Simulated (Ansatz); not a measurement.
# InSe: band structure with PBE

**Experimental background.**

From “The Interaction of Hydrogen with the van der Waals Crystal γ-InSe”, 2020, pmc:7321205, for a bulk crystal of InSe at 300 K: band gap 1.25 eV.

Crystal: InSe.

```
In Se
1.0
     2.00000    1.15470    8.44000
    -2.00000    1.15470    8.44000
     0.00000   -2.30940    8.44000
In Se
2 2
Direct
  0.88860 0.88860 0.88860
  0.00000 0.00000 0.00000
  0.17190 0.17190 0.17190
  0.38350 0.38350 0.38350
```

```yaml
Program: Ansatz 0.2.0
Task: band structure
Functional: PBE
Potentials_or_basis: Ansatz PAW large core
Cutoff: "420 eV (not typed: the program's choice for these potentials)"
k_mesh: 8 × 8 × 8
Occupations: fermi-dirac, width 0.05 eV
Spin: no spin polarisation
Path: "[[\"G\", \"L\", \"B1\"], [\"B\", \"Z\", \"G\", \"X\"], [\"Q\", \"F\", \"P1\", \"Z\"], [\"L\", \"P\"]]"
Points_for_each_segment_of_the_path: 14
```

The pressure is 2.8 GPa and the largest force is 0.369 eV/Å. The band gap on the k mesh is 0.44 eV, direct and the band gap along the path is 0.44 eV, direct.

Forces on the atoms (eV/Å):
```
In   0.000  0.000  0.369
In   0.000  0.000 -0.354
Se   0.000  0.000 -0.262
Se   0.000  0.000  0.247
```

Stress tensor (GPa, compression positive):
```
3.17 0.00 0.00
0.00 3.17 0.00
0.00 0.00 1.97
```

Levels at the corners of the path, in eV from the valence-band top:
```
point  band 17  band 18  band 19  band 20  band 21  band 22
    Γ    -1.31    -1.21    -1.21     1.69     2.11     4.40
    L    -2.34    -2.24    -1.67     1.22     1.97     3.64
   B1    -2.53    -2.24    -1.74     1.74     2.44     3.39
    B    -2.53    -2.24    -1.74     1.74     2.44     3.39
    Z    -1.14    -1.14     0.00     0.44     2.17     4.32
    Γ    -1.31    -1.21    -1.21     1.69     2.11     4.40
    X    -2.56    -2.22    -1.72     1.79     2.36     3.41
    Q    -2.56    -2.22    -1.72     1.79     2.36     3.41
    F    -2.50    -2.06    -1.50     1.19     1.98     3.30
   P1    -2.47    -2.08    -1.63     1.41     1.81     3.37
    Z    -1.14    -1.14     0.00     0.44     2.17     4.32
    L    -2.34    -2.24    -1.67     1.22     1.97     3.64
    P    -2.47    -2.08    -1.63     1.41     1.81     3.37
```

Wall time 25 s on 2 threads of Arm Neoverse V1, with other jobs on the host, peak memory 0.54 GiB.

A measured gap of InSe is 1.25 eV (300 K; “The Interaction of Hydrogen with the van der Waals Crystal γ-InSe”, 2020, pmc:7321205); the calculated 0.44 eV misses it by -0.81 eV. Spin-orbit coupling on In, Se is left out. The value is that of PBE, without temperature or zero-point motion. Semilocal functionals fall short of measured gaps as a rule.

Caveat: spin-orbit coupling is left out, which moves the levels of the heavy elements; this set keeps more shells in the core, which shifts pressures and gaps.
